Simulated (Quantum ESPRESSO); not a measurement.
AgCl (Chlorargyrite):

```
CELL_PARAMETERS angstrom
0.00000 2.73500 2.73500
2.73500 0.00000 2.73500
2.73500 2.73500 0.00000
ATOMIC_POSITIONS crystal
Ag 0.00000 0.00000 0.00000
Cl 0.50000 0.50000 0.50000
```

Base run:

* Program: Quantum ESPRESSO 7.5
* Functional: PBE
* Potentials or basis: SSSP 1.3 efficiency PBE
* Cutoff: 816 eV
* Density cutoff: 5987 eV
* k mesh: 8 × 8 × 8
* Occupations: fermi-dirac, width 0.05 eV
* Spin: no spin polarisation
* Hubbard terms: Ag d U = 6 eV

Its results: band gap on the k mesh 1.77 eV, indirect (least direct gap 3.47 eV); pressure 5.2 GPa.

Question: The run is repeated on the same cell with these changes: hubbard terms from Ag d U = 6 eV to Ag d U = 8 eV. What comes out?

Answer: Band gap on the k mesh 1.93 eV, indirect (least direct gap 3.48 eV); pressure 5.5 GPa.

A k mesh can miss the band edges.
